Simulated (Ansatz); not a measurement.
# TiPbO3: reading a single point

```yaml
crystal:
  lattice:
    - [3.92620, 0.00000, 0.00000]
    - [0.00000, 7.85239, 0.00000]
    - [0.00000, 0.00000, 3.92620]
  atoms:
    - { symbol: Pb, position: [0.00000, 0.00000, 0.00000] }
    - { symbol: Pb, position: [0.00000, 0.50000, 0.00000] }
    - { symbol: Ti, position: [0.50000, 0.25000, 0.50000] }
    - { symbol: Ti, position: [0.50000, 0.75000, 0.50000] }
    - { symbol: O, position: [0.00000, 0.25000, 0.50000] }
    - { symbol: O, position: [0.00000, 0.75000, 0.50000] }
    - { symbol: O, position: [0.50000, 0.00000, 0.50000] }
    - { symbol: O, position: [0.50000, 0.50000, 0.50000] }
    - { symbol: O, position: [0.50000, 0.25000, 0.00000] }
    - { symbol: O, position: [0.50000, 0.75000, 0.00000] }
```

The numbers come from plane-wave PAW DFT (Ansatz): r2SCAN, with U_eff = 4.7 eV on Ti d, U_eff = 4.72 eV on O p (all-electron-ortho-atomic projectors), no spin polarisation, 500 eV, 7×4×7 Γ-centred k points, fermi-dirac occupations (width 0.1 eV). Nothing was relaxed.

Problem. What does the stress say?

Solution. The pressure is 3.3 GPa (compression positive), so with the atoms held at these fractions the cell would first expand.

Problem. Which orbitals make up the band edges?

Solution. Within 0.7 eV of the edges, the states project mainly on O p (62 %) and Pb s (33 %) below the gap and on Ti d (93 %) above it.

Problem. How is the charge shared?

Solution. Bader charges in e: Ti +2.65, Pb +1.55, O -1.40. In the mean Ti gives up most and O takes most.

Problem. What is the band gap?

Solution. The gap is 2.92 eV, direct at the points sampled.

Origin: a database entry at a rescaled volume. Caveats: no spin-orbit coupling, which can shift this gap by tenths of an eV.
